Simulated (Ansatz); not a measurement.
KBr (zincblende), relaxed with r2SCAN in the plane-wave code Ansatz. The symmetry is F-43m (No. 216, cubic); a = 7.377 Å in the conventional setting, 50.17 Å³ an atom. K has 4 Br at 3.19 Å; Br has 4 K at 3.19 Å.

The axes x, y and z are those of this cell:
```xyz
2
Lattice="0.0000 3.6883 3.6883 3.6883 0.0000 3.6883 3.6883 3.6883 0.0000" Properties=species:S:1:pos:R:3 pbc="T T T"
K     0.0000    0.0000    0.0000
Br    1.8441    1.8441    1.8441
```

Unstrained: PBE gives an indirect gap of 4.282 eV, from k = (0, 0.229, -1/4) to Γ; the least direct gap is 4.298 eV at Γ. Least and direct gap differ so little that the kind isn't settled. r2SCAN gives an indirect gap of 4.841 eV, from k = (0, 0.229, -1/4) to Γ; the least direct gap is 4.856 eV at Γ. Least and direct gap differ so little that the kind isn't settled. The HSE06 gap is indirect, 5.392 eV (k = (0, 0.229, -1/4) to Γ), below the direct gap of 5.405 eV at Γ. Least and direct gap differ so little that the kind isn't settled. Meshes: PBE 6×6×6, r2SCAN 6×6×6, HSE06 4×4×4. Strains are changes of length per length. After each strain the atoms were relaxed again with r2SCAN within the symmetry that the strain leaves, so tilts or polar shifts that break it weren't tested; points keep the names that they have in the unstrained zone. All values are calculated for a non-magnetic cell, which may be hypothetical.

(1) Apply biaxial -5.82 % in x and y, z held. How far does the gap move, against the unstrained cell?

(2) Estimate what isotropic +0.37 % on every length does to the gap.

(3) Apply epitaxial -4.87 % in the xy plane, free normal strain +8.00 %. How far does the gap move, against the unstrained cell?

(4) Order the strained cells by their HSE06 gap, smallest first.
A. biaxial -5.82 % in x and y, z held
B. epitaxial -4.87 % in the xy plane
C. isotropic +0.37 % on every length

Answers

(1) PBE: the gap goes from 4.282 to 4.449 eV (+0.167 eV); the edges go from (0, 0.229, -1/4) → Γ to Γ–K (0.94) → Γ. r2SCAN: the gap goes from 4.841 to 4.977 eV (+0.136 eV); the edges go from (0, 0.229, -1/4) → Γ to Γ–K (0.94) → Γ. HSE06: the gap goes from 5.392 to 5.573 eV (+0.181 eV); the edges go from (0, 0.229, -1/4) → Γ to Γ–K (0.94) → Γ. The r2SCAN energy rises by 24.7 meV an atom.

(2) PBE: the gap goes from 4.282 to 4.263 eV (-0.019 eV); the edges go from (0, 0.229, -1/4) → Γ to Γ–K (0.61) → Γ. r2SCAN: the gap goes from 4.841 to 4.825 eV (-0.016 eV); the edges go from (0, 0.229, -1/4) → Γ to Γ–K (0.61) → Γ. HSE06: the gap goes from 5.392 to 5.371 eV (-0.021 eV); the edges go from (0, 0.229, -1/4) → Γ to Γ–K (0.61) → Γ. The r2SCAN energy rises by 0.2 meV an atom.

(3) PBE: the gap goes from 4.282 to 4.216 eV (-0.066 eV); the edges go from (0, 0.229, -1/4) → Γ to (0.302, 0.302, -0.385) → Γ. r2SCAN: the gap goes from 4.841 to 4.770 eV (-0.071 eV); the edges go from (0, 0.229, -1/4) → Γ to (0.302, 0.302, -0.385) → Γ. HSE06: the gap goes from 5.392 to 5.326 eV (-0.066 eV); the edges go from (0, 0.229, -1/4) → Γ to (0.302, 0.302, -0.385) → Γ. The r2SCAN energy rises by 2.0 meV an atom.

(4) B (5.33 eV), C (5.37 eV), A (5.57 eV).

The runs are scalar-relativistic, without spin-orbit coupling.

Where an edge lies off the special points, it is a point of the mesh or the k point where a search put PBE's edge or least direct gap, reused for the other functionals, whose own edges may lie a little apart.

Coordinates of k points refer to the reciprocal vectors of the primitive cell of the runs.

The meshes of the hybrids are coarse, so their gaps aren't converged to the digits shown.
